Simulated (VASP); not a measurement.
# MgB2 (P6/mmm) in VASP: further runs

One crystal, MgB2, is run at these levels: LDA, PBE+D3(BJ); tasks: relaxation of cell and atoms.

All numbers are computed with VASP 6.6.1; they aren't measurements. Logs are shortened: lines on timing, memory, paths and dates and some standing lists are left out, and cuts for length are marked.

## Step 1: Starting point

The structure is hexagonal, space group P6/mmm (No. 191). Conventional cell: a = 3.000 Å, b = 3.000 Å, c = 3.400 Å, α = 90.00°, β = 90.00°, γ = 120.00°. Around Mg (site symmetry 6/mmm) lie 12 B at 2.43 Å. B (site symmetry -6m2) is surrounded by 3 B at 1.73 Å.

## Step 2: Relaxation of cell and atoms, LDA, target pressure 6.15 GPa, at which the enthalpy is minimised

INCAR

```
ALGO = Normal
EDIFF = 1E-7
EDIFFG = -0.005
ENCUT = 600
IBRION = 2
ISIF = 3
ISMEAR = 1
LASPH = T
LCHARG = F
LREAL = F
LWAVE = F
NELM = 80
NSW = 90
PREC = Accurate
PSTRESS = 61.5
SIGMA = 0.1
```

KPOINTS

```
k-points
0
Gamma
  15 15 10
```

POSCAR

```
MgB2                                    
1.0
    2.9998389149      0.0000000000      0.0000000000
   -1.4999194575      2.5979367076     -0.0000000000
    0.0000000000     -0.0000000000      3.4002124188
  Mg              B             
     1     2
Direct
     0.0000000000000000    1.0000000000000000    0.0000000000000000
     0.3333333332999970    0.6666666667000030    0.5000000000000000
     0.6666666667000030    0.3333333332999970    0.5000000000000000
```

Potentials or basis: VASP PAW LDA potentials, release 64 (Mg, B).

Launch:

```sh
> cat potpaw_LDA.64/Mg/POTCAR potpaw_LDA.64/B/POTCAR > POTCAR
> mpirun -np 1 vasp_std > vasp.out
```

OUTCAR:

```text
EDIFF = 1E-7
   EDIFFG = -0.005
   ENCUT = 600
   IBRION = 2
   ISIF = 3
   ISMEAR = 1
   LASPH = T
   LREAL = F
   NELM = 80
   NSW = 90
   PREC = Accurate
   PSTRESS = 61.5

 ion  position               nearest neighbor table
   1  0.000  0.000  0.000-   2 2.43   3 2.43   2 2.43   3 2.43   3 2.43   3 2.43   2 2.43   2 2.43
                             3 2.43   3 2.43   2 2.43   2 2.43
   2  0.333  0.667  0.500-   3 1.73   3 1.73   3 1.73   1 2.43   1 2.43   1 2.43   1 2.43   1 2.43
                             1 2.43
   3  0.667  0.333  0.500-   2 1.73   2 1.73   2 1.73   1 2.43   1 2.43   1 2.43   1 2.43   1 2.43
                             1 2.43

  LATTYP: Found a hexagonal cell.
 ALAT       =     2.9998389149
 C/A-ratio  =     1.1334650010

  Lattice vectors:

 A1 = (   2.9998389149,   0.0000000000,   0.0000000000)
 A2 = (  -1.4999194575,   2.5979367076,   0.0000000000)
 A3 = (   0.0000000000,   0.0000000000,   3.4002124188)

Analysis of symmetry for initial positions (statically):
=====================================================================
 Subroutine PRICEL returns:
 Original cell was already a primitive cell.

 Routine SETGRP: Setting up the symmetry group for a
 hexagonal supercell.

 Subroutine GETGRP returns: Found 24 space group operations
 (whereof 24 operations were pure point group operations)
 out of a pool of 24 trial point group operations.

The static configuration has the point symmetry D_6h.

Analysis of symmetry for dynamics (positions and initial velocities):
=====================================================================
 Subroutine PRICEL returns:
 Original cell was already a primitive cell.

 Routine SETGRP: Setting up the symmetry group for a
 hexagonal supercell.

 Subroutine GETGRP returns: Found 24 space group operations
 (whereof 24 operations were pure point group operations)
 out of a pool of 24 trial point group operations.

The dynamic configuration has the point symmetry D_6h.

 Subroutine INISYM returns: Found 24 space group operations
 (whereof 24 operations are pure point group operations),
 and found     1 'primitive' translations

----------------------------------------------------------------------------------------

                                     Primitive cell

  volume of cell :      26.4992

  direct lattice vectors                    reciprocal lattice vectors
     2.999838915  0.000000000  0.000000000     0.333351233  0.192460424  0.000000000
    -1.499919458  2.597936708  0.000000000     0.000000000  0.384920848  0.000000000
     0.000000000  0.000000000  3.400212419     0.000000000  0.000000000  0.294099273

  length of vectors
     2.999838915  2.999838915  3.400212419     0.384920848  0.384920848  0.294099273

  position of ions in fractional coordinates (direct lattice)
     0.000000000  0.000000000  0.000000000
     0.333333333  0.666666667  0.500000000
     0.666666667  0.333333333  0.500000000

  ion indices of the primitive-cell ions
   primitive index   ion index
                 1           1
                 2           2
                 3           3

----------------------------------------------------------------------------------------

 KPOINTS: k-points

Automatic generation of k-mesh.
 Grid dimensions read from file:
 generate k-points for:   15   15   10

 Generating k-lattice:

  Cartesian coordinates                     Fractional coordinates (reciprocal lattice)
     0.022223416  0.012830695  0.000000000     0.066666667  0.000000000  0.000000000
     0.000000000  0.025661390  0.000000000     0.000000000  0.066666667  0.000000000
     0.000000000  0.000000000  0.029409927     0.000000000  0.000000000  0.100000000

  Length of vectors
     0.025661390  0.025661390  0.029409927

  Shift w.r.t. Gamma in fractional coordinates (k-lattice)
     0.000000000  0.000000000  0.000000000

 Subroutine IBZKPT returns following result:
 ===========================================

 Found    162 irreducible k-points:

 Following reciprocal coordinates:
            Coordinates               Weight
  0.000000  0.000000  0.000000      1.000000
  0.066667  0.000000  0.000000      6.000000
  0.133333  0.000000  0.000000      6.000000
  0.200000  0.000000  0.000000      6.000000
  0.266667  0.000000  0.000000      6.000000
  0.333333  0.000000  0.000000      6.000000
[... 16 lines left out ...]
  0.333333  0.200000  0.000000     12.000000
  0.400000  0.200000  0.000000      6.000000
 [... further k-points ...]
   k-points           NKPTS =    162   k-points in BZ     NKDIM =    162   number of bands    NBANDS=      8
   number of dos      NEDOS =    301   number of ions     NIONS =      3
   total plane-waves  NPLWV =  16128
   dimension x,y,z NGX =    24 NGY =   24 NGZ =   28
   dimension x,y,z NGXF=    48 NGYF=   48 NGZF=   56
   ions per type =               1   2
   NGX,Y,Z   is equivalent  to a cutoff of  13.30, 13.30, 13.69 a.u.
   NGXF,Y,Z  is equivalent  to a cutoff of  26.60, 26.60, 27.38 a.u.
 SYSTEM =  unknown system
   PREC   = accura    normal or accurate (medium, high low for compatibility)
   ISTART =      0    job   : 0-new  1-cont  2-samecut
   ICHARG =      2    charge: 1-file 2-atom 10-const
   ISPIN  =      1    spin polarized calculation?
   LNONCOLLINEAR =      F non collinear calculations
   LSORBIT =      F    spin-orbit coupling
   LASPH  =      T    aspherical Exc in radial PAW
   ENCUT  =  600.0 eV  44.10 Ry    6.64 a.u.   5.99  5.99  6.79*2*pi/ulx,y,z
   NELM   =     80;   NELMIN=  2; NELMDL= -5     # of ELM steps
   EDIFF  = 0.1E-06   stopping-criterion for ELM
   LREAL  =      F    real-space projection
   EDIFFG = -.5E-02   stopping-criterion for IOM
   NSW    =     90    number of steps for IOM
   IBRION =      2    ionic relax: 0-MD 1-quasi-New 2-CG
   NFREE  =      1    steps in history (QN), initial steepest desc. (CG)
   ISIF   =      3    stress and relaxation
   ISYM   =      2    0-nonsym 1-usesym 2-fastsym
   POTIM  = 0.5000    time-step for ionic-motion
   TEBEG  =    0.0;   TEEND  =   0.0 temperature during run
   PSTRESS=   61.5 pullay stress
   NELECT =       8.0000    total number of electrons
   NUPDOWN=      -1.0000    fix difference up-down
   EMIN   =  10.00;   EMAX   =-10.00  energy-range for DOS
   EFERMI =   0.00;   METHOD = LEGACY
   ISMEAR =     1;   SIGMA  =   0.10  broadening in eV -4-tet -1-fermi 0-gaus
   EFERMI_NEDOS =   21; number of points for ismear=-14 and -15
   IALGO  =     38    algorithm
   IMIX   =      4    mixing-type and parameters
     AMIX     =   0.40;   BMIX     =  1.00
     AMIX_MAG =   1.60;   BMIX_MAG =  1.00
  volume/ion in A,a.u.               =       8.83        59.61
  Fermi-wavevector in a.u.,A,eV,Ry     =   1.098232  2.075357 16.410162  1.206113
  Thomas-Fermi vector in A             =   2.234606
   LORBIT       =      0    0 simple, 1 ext, 2 COOP (PROOUT), +10 PAW based schemes
   GGA     = CA    functional components
   LHFCALC =     F    Hartree Fock is set to
   AEXX    =    0.0000 exact exchange contribution
   IVDW    =     0    specifies the selected vdW correction
   LEPSILON=     F    determine dielectric tensor
   LRPA    =     F    only Hartree local field effects (RPA)
 conjugate gradient relaxation of ions
 non-spin polarized calculation
 Methfessel and Paxton  Order N= 1 SIGMA  =   0.10
  energy-cutoff  :      600.00
  volume of cell :       26.50
 maximum number of plane-waves:       908
 NGX is ok and might be reduce to    24
   NGX = 11   NGY = 11   NGZ = 13

 number of electron       8.0000000 magnetization

 Free energy of the ion-electron system (eV)
  ---------------------------------------------------
  ext. energy  EPLUGINS =         0.00000000
  ---------------------------------------------------
  free energy    TOTEN  =       -17.27066355 eV

  energy without entropy =      -17.27097789  energy(sigma->0) =      -17.27076833

 E-fermi :   5.8287     XC(G=0): -11.4651

 val. band max:        5.8182149212   @ k =   0.1333   0.0000   0.3000
 cond. band min:       5.8338625807   @ k =   0.4000   0.0667   0.0000
 fundamental gap:      0.0156476595
 Fermi energy:         5.8286569547

 k-point     1 :       0.0000    0.0000    0.0000
  band No.  band energies     occupation
      1      -6.9535      2.00000
      2       2.8551      2.00000
      3       6.2530     -0.00000
      4       6.2530     -0.00000
      5       7.8908      0.00000
      6      12.4749      0.00000
      7      12.4749      0.00000
      8      14.9893      0.00000

 k-point     2 :       0.0667    0.0000    0.0000
  band No.  band energies     occupation
      1      -6.8726      2.00000
      2       2.9334      2.00000
      3       5.8480      0.67940
      4       6.0530     -0.00674
      5       7.9526      0.00000
      6      12.4709      0.00000
      7      12.8407      0.00000
      8      15.1126      0.00000

 k-point     3 :       0.1333    0.0000    0.0000
  band No.  band energies     occupation
      1      -6.6308      2.00000
      2       3.1673      2.00000
      3       4.8186      2.00000
      4       5.5708      2.00162
      5       8.1540      0.00000
      6      12.3288      0.00000
      7      13.8161      0.00000
      8      15.3496      0.00000
[... 210 lines left out ...]
 k-point    23 :       0.3333    0.2000    0.0000
  band No.  band energies     occupation
      1      -3.1423      2.00000
      2      -0.8916      2.00000
      3       1.3459      2.00000
      4       6.3194     -0.00000
      5       9.3006      0.00000
      6      11.3819      0.00000
      7      12.6674      0.00000
      8      14.8201      0.00000

 k-point    24 :       0.4000    0.2000    0.0000
  band No.  band energies     occupation
      1      -2.3416      2.00000
      2      -1.7951      2.00000
      3       1.2531      2.00000
      4       6.7245     -0.00000
      5       8.8056      0.00000
      6      12.0307      0.00000
      7      12.1057      0.00000
      8      14.7973      0.00000

 [... further k-points ...]
[... 5 lines left out ...]
  --------------------------------------------------------------------------------------
  -------------------------------------------------------------------------------------
  Total        1.0238165      1.0238165      1.0159874     -0.0000000      0.0000000      0.0000000
  in kB       61.9013537     61.9013537     61.4279973     -0.0000000      0.0000000      0.0000000
  external PRESSURE =       0.2435683 kB  Pullay stress =      61.5000000 kB

 VOLUME and BASIS-vectors are now :
 -----------------------------------------------------------------------------
  energy-cutoff  :      600.00
  volume of cell :       26.50
      direct lattice vectors                 reciprocal lattice vectors
     2.999838915  0.000000000  0.000000000     0.333351233  0.192460424  0.000000000
    -1.499919458  2.597936708  0.000000000     0.000000000  0.384920848  0.000000000
     0.000000000  0.000000000  3.400212419     0.000000000  0.000000000  0.294099273

 POSITION                                       TOTAL-FORCE (eV/Angst)
 -----------------------------------------------------------------------------------
      0.00000      0.00000      0.00000        -0.000000      0.000000      0.000000
     -0.00000      1.73196      1.70011        -0.000000      0.000000      0.000000
      1.49992      0.86598      1.70011         0.000000      0.000000      0.000000
 -----------------------------------------------------------------------------------
    total drift:                                0.000000     -0.000000      0.000000

  FREE ENERGIE OF THE ION-ELECTRON SYSTEM (eV)
  ---------------------------------------------------
  free  energy   TOTEN  =       -17.2706635533 eV

  energy  without entropy=      -17.2709778878  energy(sigma->0) =      -17.27076833

  enthalpy is  TOTEN    =       -16.2534852603 eV   P V=        1.0171782930

 reached required accuracy - stopping structural energy minimisation
```

Run time: 21 s. Hardware: 1 thread of Intel Xeon Platinum 8559C (Emerald Rapids), shared host; peak memory 0.17 GiB.

What came out:

```
Free energy             : -17.2707 eV
Pressure after relaxing : 6.2 GPa
Band gap on the k mesh  : none (metal or under the smearing width)
```

Final structure:
```xyz
3
Lattice="2.9998 0.0000 0.0000 -1.4999 2.5979 0.0000 0.0000 0.0000 3.4002" Properties=species:S:1:pos:R:3 pbc="T T T"
Mg    0.0000    0.0000    0.0000
B     0.0000    1.7320    1.7001
B     1.4999    0.8660    1.7001
```

Caveat: the relaxation stopped at its first step, so nothing moved; the cell is relaxed towards a set pressure, so the enthalpy falls and the energy may rise.

(Part 1 of 2 ends here.)
